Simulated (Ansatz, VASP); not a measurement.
## Two plane-wave programs on CsPbCl3

INCAR

```
PREC = Accurate
ENCUT = 520
EDIFF = 1E-6
ISMEAR = 0
SIGMA = 0.014
LREAL = False
LASPH = True
NELM = 80
ALGO = Normal
ISIF = 2
LWAVE = False
LCHARG = True
GGA = PE
LELF = True
LVHAR = True
NBANDS = 30
```

The input KPOINTS:

```
Automatic mesh
0
Gamma
  5 5 5
```

File POSCAR:

```
CsPbCl3
1.0
    5.6050000000      0.0000000000      0.0000000000
    0.0000000000      5.6050000000      0.0000000000
    0.0000000000      0.0000000000      5.6050000000
Pb Cs Cl
1 1 3
Direct
    0.5000000000      0.5000000000      0.5000000000
    0.0000000000      0.0000000000      0.0000000000
    0.5000000000      0.0000000000      0.5000000000
    0.0000000000      0.5000000000      0.5000000000
    0.5000000000      0.5000000000      0.0000000000
```

The input input.yaml:

```yaml
crystal:
  lattice:
    - [5.605, 0.0, 0.0]
    - [0.0, 5.605, 0.0]
    - [0.0, 0.0, 5.605]
  atoms:
    - { symbol: Pb, position: [0.5, 0.5, 0.5] }
    - { symbol: Cs, position: [0.0, 0.0, 0.0] }
    - { symbol: Cl, position: [0.5, 0.0, 0.5] }
    - { symbol: Cl, position: [0.0, 0.5, 0.5] }
    - { symbol: Cl, position: [0.5, 0.5, 0.0] }
hamiltonian:
  xc: pbe
  pseudopotentials: { kind: paw }
kpoints:
  mp_grid: { grid: [5, 5, 5] }
scf:
  occupations: { method: gaussian, width: 0.014 }
output:
  forces: true
  stress: true
  eigenvalues: true
  write_density: true
  write_potential: true
  elf: true
  volumetric_format: npy
```

Alike in both runs: task single point; functional PBE; k mesh 5 × 5 × 5; occupations gaussian, width 0.014 eV; no spin polarisation.

|  | VASP | Ansatz |
| --- | --- | --- |
| version | VASP 6.6.1 | Ansatz 0.2.0 |
| potentials or method | VASP PAW PBE potentials, release 64 (Pb_d, Cs_sv, Cl) | Ansatz PAW |
| plane-wave cutoff (eV) | 520 | 420 |
| valence electrons in the cell | 44 | 44 |

Ansatz gave:

| Quantity | Value |
| --- | --- |
| gap on the k mesh at the Fermi level (eV) | 2.95 |
| least direct gap on the mesh (eV) | 2.95 |
| pressure (GPa) | 1.7 |

Problem. What did VASP give for the same quantities?

Solution. gap on the k mesh at the Fermi level (eV): 2.96; least direct gap on the mesh (eV): 2.96; pressure (GPa): 1.7.

Caveats: spin-orbit coupling is left out, which as a rule narrows the gap of such compounds by several tenths of an eV; an odd mesh through Γ misses points on the zone boundary, where band edges often lie (VASP); odd divisions of the mesh miss points on the zone boundary, where band edges often lie, so the gap on the mesh can be too wide (Ansatz). A hybrid or GW would open this gap; PBE tends to underestimate it.
